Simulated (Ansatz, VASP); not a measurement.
NaH4: VASP beside Ansatz

File INCAR:

```
SYSTEM = NaH4
PREC = Accurate
ENCUT = 600
EDIFF = 1E-6
ISMEAR = 0
SIGMA = 0.1
LREAL = .FALSE.
LASPH = .TRUE.
NELM = 100
ALGO = Normal
ISIF = 3
LWAVE = .FALSE.
LCHARG = .FALSE.
GGA = PE
IBRION = 2
NSW = 100
EDIFFG = -0.01
```

The input KPOINTS:

```
Automatic mesh
0
G
  12 12 6
  0 0 0
```

The input POSCAR:

```
NaH4
1.0
    4.2188241154      0.0000000000      0.0000000000
   -2.1094120577      3.6536088580      0.0000000000
    0.0000000000      0.0000000000      6.1323679722
Na H
1 4
Direct
    0.0000000000      0.0000000000      0.0000000000
    0.3333333333      0.6666666667      0.4383318505
    0.3333333333      0.6666666667      0.5616681495
    0.6666666667      0.3333333333      0.4383318505
    0.6666666667      0.3333333333      0.5616681495
```

Input for Ansatz:

```yaml
crystal:
  lattice:
    - [4.2188241154, 0.0, 0.0]
    - [-2.1094120577, 3.653608858, 0.0]
    - [0.0, 0.0, 6.1323679722]
  atoms:
    - { symbol: Na, position: [0.0, 0.0, 0.0] }
    - { symbol: H, position: [0.3333333333, 0.6666666667, 0.4383318505] }
    - { symbol: H, position: [0.3333333333, 0.6666666667, 0.5616681495] }
    - { symbol: H, position: [0.6666666667, 0.3333333333, 0.4383318505] }
    - { symbol: H, position: [0.6666666667, 0.3333333333, 0.5616681495] }
basis:
  ecutwfc: 420
kpoints:
  mp_grid: { grid: [12, 12, 6] }
hamiltonian:
  xc: pbe
scf:
  occupations: { method: gaussian, width: 0.1 }
output:
  forces: true
  stress: true
  eigenvalues: true
  write_density: true
  write_potential: true
  elf: true
  volumetric_format: npy
relax:
  adjacent_minimum: "off"
  f_tol: 0.01
  max_steps: 80
  cell: { stress_tol: 0.05 }
```

Change from the starting cell: ordered vacancies on the cation sites of aluminium diboride (P6/mmm, No. 191).

Alike in both runs: task relaxation of cell and atoms; functional PBE; k mesh 12 × 12 × 6; occupations gaussian, width 0.1 eV; no spin polarisation.

```csv
,VASP,Ansatz
version,VASP 6.6.1,Ansatz 0.2.0
potentials or method,"VASP PAW PBE potentials, release 64 (Na_pv, H)","scalar-relativistic, plane waves, PAW"
plane-wave cutoff (eV),600,420
valence electrons in the cell,11,13
```

|  | VASP | Ansatz | Ansatz less VASP |
| --- | --- | --- | --- |
| gap on the k mesh at the Fermi level, each at its own relaxed structure (eV) | none | none | - |
| relaxed volume (Å³/atom) | 18.90 | 18.90 | +0.006 |
| relaxed cell length with the largest relative difference (Å) | 6.132 | 6.132 | +0.0007 |

A gap of «none» marks a metal or a gap that the smearing closes. The two sets of potentials don't hold the same shells in valence.
